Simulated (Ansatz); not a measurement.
# Ga: how the settings move a single-point run

How sensitive is a single-point run of Ga to its settings? A reference run comes first, then one run with altered input.

Computed with Ansatz 0.2.0 (reference: DFT, PBE, PAW with Ansatz's default frozen-core files, scalar-relativistic, unless a step's input says otherwise).

3 further runs of the same task are left out: 3 that didn't finish. Runs told in other sessions of the task aren't counted.

### Step 1. The starting structure

It takes space group Cmcm (No. 63, orthorhombic). Conventional cell: a = 2.900 Å, b = 8.130 Å, c = 3.170 Å, α = 90.00°, β = 90.00°, γ = 90.00°. Ga (site symmetry m2m) has 8 Ga at 2.68 to 2.90 Å in its first shell of neighbours.

Coordinates:

```
CELL_PARAMETERS angstrom
1.45000 -4.06500 0.00000
1.45000 4.06500 0.00000
0.00000 0.00000 3.17000
ATOMIC_POSITIONS crystal
Ga 0.86700 0.13300 0.25000
Ga 0.13300 0.86700 0.75000
```

### Step 2. The reference run

Contents of input.yaml:

```yaml
crystal:
  lattice:
    - [1.45, -4.065, 0.0]
    - [1.45, 4.065, 0.0]
    - [0.0, 0.0, 3.17]
  atoms:
    - { symbol: Ga, position: [0.867, 0.133, 0.25] }
    - { symbol: Ga, position: [0.133, 0.867, 0.75] }
kpoints:
  mp_grid: { grid: [15, 15, 13] }
scf:
  occupations: { method: fermi_dirac, width: 0.05 }
hamiltonian:
  xc: pbe
  pseudopotentials: { kind: paw }
output:
  forces: true
  stress: true
  eigenvalues: true
  efg: { contact_densities: true }
basis:
  ecutwfc: 250
```

Launch:

```sh
> ansatz run input.yaml --threads 1 --pin off --max-ram 2048MiB --backend cpu --events-out ev --progress --plain --runs-dir out
```

### Step 3. Variant: ecutwfc 700 eV

input.yaml: that of step 2 with these lines changed.

```diff
@@ -21,2 +21,2 @@
 basis:
-  ecutwfc: 250
+  ecutwfc: "700 eV"
```

Q: Predict the outcome of this session. Wanted: for each run, ending; energy change; pressure; gap; force.

As calculated:

| run | ending | energy change | pressure (GPa) | gap (eV) | force (eV/Å) | cycles | time |
| --- | --- | --- | --- | --- | --- | --- | --- |
| reference | converged | 0 | 3.4 | 0.00 | 0.17 | 7 | 9.4 s |
| 1: ecutwfc 700 eV | converged | -1.25 eV/atom | 1.5 | 0.00 | 0.20 | 7 | 31 s |

Residual by cycle in the longest SCF loop of each run; runs are numbered as in the table. The quantity is the density residual dr2, in eV.

| cycle | reference | run 1 |
| --- | --- | --- |
| 1 | 0.0172 | 6.2e-4 |
| 2 | 0.0541 | 2.4e-4 |
| 3 | 0.0196 | 1.0e-4 |
| 4 | 3.9e-4 | 2.2e-5 |
| 5 | 2.1e-5 | 2.5e-6 |
| 6 | 8.0e-7 | 3.8e-7 |
| 7 | 6.5e-8 | 3.4e-9 |

Changing the cutoff moves the energy by -1.25 eV/atom, and the pressure goes from 3.4 to 1.5 GPa and the largest force goes from 0.17 to 0.20 eV/Å. Cost: 31 s against 9.4 s.
